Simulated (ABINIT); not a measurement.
The system is BAs.

```
As B
1.0
     0.00000    2.38850    2.38850
     2.38850    0.00000    2.38850
     2.38850    2.38850    0.00000
As B
1 1
Direct
  0.75000 0.75000 0.75000
  0.00000 0.00000 0.00000
```

Base run:

```yaml
Program: ABINIT 10.8.3 (patched build)
Functional: PBE
Potentials_or_basis: JTH PAW PBE v2.0
Cutoff: 408 eV
k_mesh: 10 × 10 × 10
Occupations: fermi-dirac, width 0.05 eV
Spin: spin-orbit coupling, no magnetisation
```

Its results: band gap on the k mesh 1.12 eV, indirect (least direct gap 3.07 eV); pressure 2.8 GPa.

The run is repeated on the same cell with these changes: spin from spin-orbit coupling, no magnetisation to no spin polarisation. What comes out?

Band gap on the k mesh 1.18 eV, indirect (least direct gap 3.27 eV); pressure 2.8 GPa.

Spin-orbit coupling splits the band edges, which narrows the gap.
